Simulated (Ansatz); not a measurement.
## Lattice energy of solid Se6

Level of theory: Ansatz, DFT PBE+D3(BJ), scalar-relativistic, plane waves, PAW.

Cutoff 420 eV; k points 6×6×6 on the computed 6-atom cell (Γ-centred); Gaussian smearing, width 0.02 eV; no spin polarisation.

The relaxed primitive cell holds 1 Se6 (symmetry kept; residual pressure 0.00 GPa). Each molecule is also computed alone in a box with 9 Å or more between images, first as cut from the crystal, then relaxed.

```cif
data_structure
_symmetry_space_group_name_H-M 'P 1'
_symmetry_Int_Tables_number 1
_cell_length_a 6.4451
_cell_length_b 6.4451
_cell_length_c 6.4451
_cell_angle_alpha 114.916
_cell_angle_beta 114.916
_cell_angle_gamma 114.916
_cell_volume 150.98
loop_
_atom_site_label
_atom_site_type_symbol
_atom_site_fract_x
_atom_site_fract_y
_atom_site_fract_z
_atom_site_occupancy
Se1 Se 0.30387 0.16912 0.91605 1
Se2 Se 0.91605 0.30387 0.16912 1
Se3 Se 0.16912 0.91605 0.30387 1
Se4 Se 0.69613 0.83088 0.08395 1
Se5 Se 0.08395 0.69613 0.83088 1
Se6 Se 0.83088 0.08395 0.69613 1
```

The lattice energy is -1.734 eV (-167.3 kJ/mol) a molecule against the relaxed free molecules, without zero-point or thermal terms. Free molecules keep the site symmetry that they have in the crystal, and one conformer stands for all of a formula. The molecules are strained by 0.174 eV each in the crystal, which takes 151.0 Å³ a molecule. The gap on the mesh is 1.03 eV in the crystal and 2.31 eV between the free molecule's highest filled and lowest empty level.

This form isn't the element's structure at ambient conditions.

Cost: 3 runs of about 1.4 core-minutes in all, on Arm Neoverse V1 (shared hosts).